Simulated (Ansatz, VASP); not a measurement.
# CdS (Hawleyite): VASP beside Ansatz

```xyz
2
Lattice="-0.0856 2.8337 2.9527 2.8422 -0.0358 2.9028 2.8603 2.8020 -0.0539" Properties=species:S:1:pos:R:3 pbc="T T T"
Cd    2.8771    2.8071   -0.0158
S     1.3996    1.3415    1.4304
```

Alike in both runs: task single point; functional PBE; k mesh 4 × 4 × 4; no spin polarisation.

```csv
,VASP,Ansatz
version,VASP 6.6.1,Ansatz 0.2.0
potentials or method,"VASP PAW PBE potentials, release 64 (Cd, S)","plane waves, PAW"
plane-wave cutoff (eV),520,540
occupations,"gaussian, width 0.01 eV",fixed
valence electrons in the cell,18,26
```

VASP gave:

| Quantity | Value |
| --- | --- |
| pressure (GPa) | 5.9 |
| largest component of the traceless stress (GPa) | 4.08 |
| rms of the force components (eV/Å) | 0.581 |

Q: Estimate Ansatz's values.

A: Pressure (GPa): 5.5; largest component of the traceless stress (GPa): 3.97; rms of the force components (eV/Å): 0.564.

Atom by atom the forces differ by 0.017 eV/Å (rms over components). The two sets of potentials don't hold the same shells in valence. Ansatz warned: «stress_scf_threshold_loose».

Caveats: the k mesh is coarse (spacing up to 0.47 Å⁻¹), so the values aren't converged; forces of over 1 eV/Å show positions far from the minimum, so gaps and moduli don't describe the material at rest.
